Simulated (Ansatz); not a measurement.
An input for the plane-wave PAW code Ansatz:

```yaml
crystal:
  lattice:
    - [0.0, 3.4684755003, 3.4684755003]
    - [3.4684755003, 0.0, 3.4684755003]
    - [3.4684755003, 3.4684755003, 0.0]
  atoms:
    - { symbol: Ba, position: [0.0, 0.0, 0.0] }
    - { symbol: S, position: [0.25, 0.25, 0.25] }
basis:
  ecutwfc: 420
  ecutrho_ratio: 4
kpoints:
  mp_grid: { grid: [8, 8, 8] }
hamiltonian:
  xc: pbesol
scf:
  occupations: { method: gaussian, width: 0.05 }
output:
  forces: true
  stress: true
  eigenvalues: true
```

Launched as:
```sh
ansatz run input.yaml --threads 4 --pin off --max-ram 8192MiB --backend cpu --events-out ev --progress --plain --runs-dir out
```

The start was a prototype's sites filled with these elements. The Crystallography Open Database lists the compound in space group Fm-3m (rock salt), so this is a trial structure.

Task: About how long does the run take on 4 threads of AMD EPYC 9R45 96-Core Processor (Zen 5), on a shared host, and how much memory does it need?

Result: About 0.43 s, with a peak of 0.45 GiB.

Output, machine lines left out:

```
Pseudopotentials: kind: paw
Pseudopotential: Ba, paw, valence charge 10, recommended cutoff 420 eV (normal), Ba.paw.azcp
Pseudopotential: S, paw, valence charge 6, recommended cutoff 420 eV (normal), S.paw.azcp
Crystal: 2 atoms, lattice volume = 83.454 Å³
Basis set: ecut = 420 eV, 1639 PW (Γ), exchange–correlation on 72×72×72 points (8 copies of the dense FFT grid, shifted against one another)
Bands: 12, of which v1, the nominal top of the filled ones, is band 8 counted from 1 (7 counted from 0)
Symmetry: 24 space group operations
Space group: F-43m (ITA 216), of the structure as read, at distance tolerance 4.4e-5 Å
k-points: 29 of 512 (time reversal used)
Initial density: superposition of atomic densities (neutral atoms: chi_scale 0, normalization atom), corrected by the library's trained network
Initial wavefunctions: pseudopotential atomic-orbital guess
Functional: x = pbesol(κ = 0.804, μ = 0.12346), c = pbesol(β = 0.046)
```

SCF trace (energy estimate counted from the last row):
| iteration | ΔE (eV) | density residual (eV) |
| --- | --- | --- |
| 1 | 2.6e-03 | 4.52e-3 |
| 2 | 1.1e-03 | 8.97e-4 |
| 3 | 6.1e-04 | 1.71e-4 |
| 4 | 3.2e-05 | 7.33e-6 |
| 5 | 1.0e-06 | 3.64e-7 |
| 6 | 0.000 | 1.98e-8 |

```
SCF 1 converged in 6 iterations: F = -6751.238912 eV  dr2 = 1.98e-8
SCF converged after 6 iterations
Free energy (F): -6751.238912 eV
E sigma→0 (E₀):  -6751.238912 eV
Fermi energy:    4.671906 eV
--- Forces (eV/Å), atoms counted from 1 ---
  atom   1  Ba     0.00000000     0.00000000     0.00000000
  atom   2  S      0.00000000     0.00000000     0.00000000
--- Stress (GPa, compression-positive) ---
       -0.002251       0.000000       0.000000
        0.000000      -0.002251       0.000000
        0.000000       0.000000      -0.002251
  P = ⅓ Tr σ = -0.0023 GPa (-0.023 kbar)
```

In short (PBEsol): pressure 0.0 GPa, gap on the mesh 2.67 eV.

Semilocal functionals underestimate band gaps, commonly by a third or more. For elements this heavy, spin–orbit coupling would shift levels and gaps; it isn't included here.
